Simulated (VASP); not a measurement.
Input of a VASP 6.6.1 run:

INCAR

```
  PREC = Accurate
  ENCUT = 520
  EDIFF = 1E-6
  ISMEAR = -1
  SIGMA = 0.1
  LREAL = F
  LASPH = T
  NELM = 80
  ALGO = Fast
  ISIF = 2
  LWAVE = F
  LCHARG = F
  GGA = B5
  ALDAX = 1.0
  AGGAX = 1.0
  AGGAC = 1.0
  ALDAC = 0.0
  NBANDS = 12
```

KPOINTS

```
regular mesh
0
Gamma
  10 10 10
```

POSCAR

```
As
1.0
    0.0000000000      3.2134293531      3.2134293531
    3.2134293531      0.0000000000      3.2134293531
    3.2134293531      3.2134293531      0.0000000000
As
2
Direct
    0.1250000000      0.1250000000      0.1250000000
    0.8750000000      0.8750000000      0.8750000000
```

Potentials or basis: VASP PAW PBE potentials, release 64 (As).

Launch:

```sh
$ cat potpaw_PBE.64/As/POTCAR > POTCAR
$ mpirun -np 1 vasp_std > vasp.out
```

(1) Predict the pressure.

(2) What does it give for the band gap on the k mesh?

Answers

(1) -2.6 GPa.

(2) none (metal or under the smearing width).

Caveat: the PAW data sets were made with another functional, which shifts forces and pressure a little.
